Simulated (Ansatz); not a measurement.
We consider α-phase Li3N, described by PBE-D3(BJ) (PAW; Ansatz, an electronic-structure program).

Run with plane-wave cutoff 520 eV, 12×12×10 k mesh (along the axes of the cell as run), Fermi–Dirac smearing 0.01 eV, scalar-relativistic PAW data made under PBE.

Shape and atoms are relaxed at each volume.

Pressure at four volumes; x = ln(V/10.328 Å³). One pressure is withheld.

| V (Å³/atom) | x | P (GPa) |
|---|---|---|
| 9.915 | -0.0408 | 2.63 |
| 10.328 | 0.0000 | 0.00 |
| 10.535 | 0.0198 | -1.14 |
| 10.741 | 0.0392 | ? |

**Question.** Pass a parabola P(x) through the three rows shown, estimate the bulk modulus and its pressure derivative near zero pressure, and predict the withheld pressure.

**Answer.** Slopes between the rows: (0.00 − (2.63))/(0.0000 − (-0.0408)) = -64.46 and (-1.14 − (0.00))/(0.0198 − (0.0000)) = -57.58 GPa. Their difference over the span 0.0606 is c = 6.88/0.0606 = 113.5 GPa, so P(x) = 2.63 + (-64.46)(x − (-0.0408)) + 113.5 (x − (-0.0408))(x − (0.0000)). At the middle row B = −dP/dx = −[-64.46 + 113.5 × 0.0408] = 59.8 GPa, and B′ = dB/dP = 2c/B = 3.8. At x = 0.0392 the parabola gives -2.17 GPa; the run gives -2.17 GPa. The Birch–Murnaghan fit to the energies at all volumes has B0 = 59.6 GPa and B′ = 3.8.

Note: the bulk modulus comes from volumes at which shape and atoms were relaxed.
